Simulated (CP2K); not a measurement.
Ge: equation of state with PBEsol

**Experimental background.**

“Sub-monolayer structures of Ag overlayers on Ge(111): experimental observations and first-principles study”, 2019, arxiv:1908.00180 quotes, for a bulk crystal of Ge: bulk modulus 75.8 GPa.

Crystal: Ge.

```xyz
2
Lattice="4.0007 0.0000 0.0000 2.0003 3.4647 0.0000 2.0003 1.1549 3.2665" Properties=species:S:1:pos:R:3 pbc="T T T"
Ge    6.0010    3.4647    2.4499
Ge    4.0007    2.3098    1.6333
```

```
Program                             : CP2K 2026.2
Task                                : equation of state
Functional                          : PBEsol
Potentials or basis                 : POTENTIAL_UZH Ge GTH-PBE-q4; TZVP-MOLOPT-PBE-GTH basis
Density cutoff                      : 6123 eV
k mesh                              : 8 × 8 × 8
Occupations                         : fermi-dirac, width 0.05 eV
Spin                                : no spin polarisation
SCF solver                          : diagonalisation with k points
Quickstep method                    : GPW
EPS_DEFAULT                         : 1.0E-10
EPS_SCF                             : 1.0E-6
MAX_SCF                             : 100
SCF_GUESS                           : ATOMIC
k points reduced by the point group : yes
Mesh centred on Gamma               : yes
CHOLESKY                            : OFF
EPS_EIGVAL                          : 1.0E-7
MIXING METHOD                       : BROYDEN_MIXING
MIXING ALPHA                        : 0.4
NBUFFER                             : 8
NGRIDS                              : 5
Basis sets                          : Ge TZVP-MOLOPT-PBE-GTH-q4
Potentials                          : Ge GTH-PBE-q4 of POTENTIAL_UZH
ADDED_MOS                           : [10]
REL_CUTOFF (Ry)                     : 60 Ry
MIXING BETA (1/bohr)                : 1.5 1/bohr
CUTOFF of the grids                 : 450 Ry
```

| Quantity | Value |
| --- | --- |
| Equilibrium volume | 23.78 Å³/atom |
| Bulk modulus | 61 GPa |
| Pressure derivative of the bulk modulus | 4.8 (rough: it moves with the points fitted) |

Energy against volume, from the lowest point:
```csv
volume (Å³/atom),energy (meV/atom)
21.281,61.52
21.733,39.42
22.186,22.80
22.639,11.06
23.092,3.59
23.545,0.02
23.997,0.00
```

All runs of the series together: 97 s on 1 thread of Arm Neoverse V1, with other jobs on the host.

Measured bulk modulus of Ge: 75.8 GPa (quoted in “Sub-monolayer structures of Ag overlayers on Ge(111): experimental observations and first-principles study”, 2019, arxiv:1908.00180). This calculation gives 61 GPa (-19.4 %). The fit is for a static lattice scaled at fixed shape and fixed fractional positions.

Caveat: the potentials were made for another functional, which shifts forces and pressure; the basis of atomic orbitals isn't converged, which shifts pressures, moduli and gaps.
